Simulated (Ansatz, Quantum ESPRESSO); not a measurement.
Au: changing the pressure

The cell as given:

The structure is cubic, space group Im-3m (No. 229). The conventional cell has a = 3.315 Å, b = 3.315 Å, c = 3.315 Å, α = 90.00°, β = 90.00°, γ = 90.00°. Au (site symmetry m-3m) is surrounded by 8 Au at 2.87 Å.

This isn't the form of Au at room conditions, which is fcc.

Kept alike: task relaxation of cell and atoms; functional PBEsol; k mesh 11 × 11 × 11; occupations fermi-dirac, width 0.05 eV; no spin polarisation. Program: Ansatz, all-electron LAPW, scalar-relativistic. The mesh is that of the run's cell of 1 atom. No spin-orbit coupling.

```csv
"pressure, P (GPa)",volume (Å³/atom)
0,17.084
5,16.626
10,16.239
20,15.610
```

The relaxations keep at least the cell's symmetry (Im-3m). For a metal such a mesh leaves the last digits unconverged. Runs of this series that gave no sound value for these columns are left out. The runs follow the start's structure, whether or not it is the stable one at these pressures.

What does the pressure change here?

The volume falls from 17.084 to 15.610 Å³/atom between 0 and 20 GPa. The volume falls ever more slowly, since the solid stiffens under load. At the pressures aimed at, which the runs meet within some tenths of a GPa, the step from 0 to 5 GPa gives a mean bulk modulus near 184 GPa, the last step 253 GPa. A twin series (Quantum ESPRESSO, GBRV 1.5 PBEsol) moves it by -1.4669 between 0 and 20, against -1.4740 Å³/atom here.
